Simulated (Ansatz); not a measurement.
Stackings of close-packed layers of KCl (capitals for K, lower case for the other element), each relaxed to a stress under 0.05 GPa; energies count from the stacking AcBaCb (Fm-3m).

Method: DFT PBEsol, scalar-relativistic, plane waves, PAW (Ansatz 0.2.0).

Settings: cutoff 420 eV, Γ-centred mesh 6×6×2 on the computed 8-atom cell, Gaussian smearing of 0.02 eV; no spin polarisation.

Start (AcBcAbCb):

```xyz
8
Lattice="4.4143 0.0000 0.0000 -2.2071 3.8229 0.0000 0.0000 0.0000 14.4170" Properties=species:S:1:pos:R:3 pbc="T T T"
K     0.0000    0.0000    0.0000
Cl    2.2071    1.2743    1.8021
K     0.0000    2.5486    3.6043
Cl    2.2071    1.2743    5.4064
K     0.0000    0.0000    7.2085
Cl    0.0000    2.5486    9.0106
K     2.2071    1.2743   10.8128
Cl    0.0000    2.5486   12.6149
```

Task: Give the relaxed structure and its energy.

Result: The free energy falls by 4 meV/atom.

```
excess energy (meV/atom)   : 15.7
spacing of like layers (Å) : 3.724
a (Å)                      : 4.348
gap on the mesh (eV)       : 4.90
```

Relaxed structure:
```xyz
8
Lattice="4.3479 0.0000 0.0000 -2.1740 3.7654 0.0000 0.0000 0.0000 14.8970" Properties=species:S:1:pos:R:3 pbc="T T T"
K     0.0000    0.0000    0.0000
Cl    2.1740    1.2551    1.8338
K     0.0000    2.5103    3.7242
Cl    2.1740    1.2551    5.6147
K     0.0000    0.0000    7.4485
Cl    0.0000    2.5103    9.2823
K     2.1740    1.2551   11.1727
Cl    0.0000    2.5103   13.0632
```

It took 50 s on 1 thread of Arm Neoverse V1, with other jobs on the host, peak memory 0.47 GiB.